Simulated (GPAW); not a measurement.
Runs of GPAW 26.7.0 on CdF2. The structure is cubic, space group Fm-3m (No. 225). Conventional cell: a = 5.388 Å, b = 5.388 Å, c = 5.388 Å, α = 90.00°, β = 90.00°, γ = 90.00°. Around Cd (site symmetry m-3m) lie 8 F at 2.33 Å. F (site symmetry -43m) is surrounded by 4 Cd at 2.33 Å. 

```tsv
task	level	potentials or basis	k mesh	band path	band points	gap on the mesh (eV)	pressure (GPa)	V0 of scaled cells (Å³/atom)	B0 (GPa)
equation of state	PBEsol	PAW data sets generated in the run's folder for this functional, pw	9 × 9 × 9	-	-	-	-	12.97	(c)
single point	TB-mBJ	GPAW PAW data sets for LDA (gpaw-data 1.2.1), pw	10 × 10 × 10	-	-	6.59	-	-	-
band structure	LDA	the program's PAW data sets (release 1.2.1) made for this functional, pw	9 × 9 × 9	GXWKGLUWLK,UX	80	2.80	-7.6	-	-
equation of state	LDA	the program's PAW data sets (release 1.2.1) made for this functional, pw	9 × 9 × 9	-	-	-	-	12.38	130
band structure	PBE	GPAW PAW data sets (gpaw-data 1.2.1), pw	9 × 9 × 9	GXWKGLUWLK,UX	80	3.10	3.6	-	-
band structure	r2SCAN	GPAW PAW data sets (gpaw-data 1.2.1), pw	9 × 9 × 9	GXWKGLUWLK,UX	80	3.79	(a)	-	-
band structure	PBEsol	PAW data sets generated in the run's folder for this functional, pw	9 × 9 × 9	GXWKGLUWLK,UX	80	(b)	-2.1	-	-
```

Alike in all rows: no spin polarisation; cell as given; cutoff (eV) 800; smearing fermi-dirac 0.05 eV.

**Question.** Fill in the values left out.

**Answer.** (a) -1.8; (b) 2.93; (c) 110.

Caveats: the PAW data sets were made with another functional, which shifts forces and pressure a little (some runs); a model potential gives levels but no total energy (some runs).

A k mesh can miss the band edges, and the runs leave out spin-orbit coupling on Cd.
